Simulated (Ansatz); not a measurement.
Stackings of close-packed layers of Si (tetrahedral net, letters for double layers), each relaxed to a stress under 0.05 GPa; h and k mark layers whose two neighbours have the same or different letters; energies count from the stacking AB (P6_3/mmc).

All numbers below come from Ansatz 0.2.0, DFT PBEsol, scalar-relativistic, plane waves, PAW.

Cutoff 420 eV, Gaussian smearing of 0.01 eV, energies at zero smearing, symmetry of each start kept, no spin polarisation.

| start | atoms | k mesh | excess energy (meV/atom) | spacing of like layers (Å) | a (Å) | gap on the mesh (eV) |
| --- | --- | --- | --- | --- | --- | --- |
| ABC (kkk) | 6 | 12×12×4 | -9.5 | 3.137 | 3.842 | 0.51 |
| ABCBCB (hkhhhk) | 12 | 12×12×2 | -4.7 | 3.153 | 3.830 | 0.38 |
| ABABCBC (khhkhhk) | 14 | 12×12×2 | -5.5 | 3.151 | 3.832 | 0.40 |
| ABACACAC (khkhhhhh) | 16 | 12×12×2 | -3.5 | 3.156 | 3.828 | 0.36 |
| ABCBACACB (hkhkkhhkk) | 18 | 12×12×2 | -7.1 | 3.147 | 3.834 | 0.44 |
| ABCABACBAC (kkkkhkkkkh) | 20 | 12×12×2 | -9.0 | 3.141 | 3.838 | 0.48 |

Cost: 6 runs of about 48 core-minutes in all, on Intel Xeon Processor @ 2.50GHz (Skylake/Cascade Lake) (shared hosts).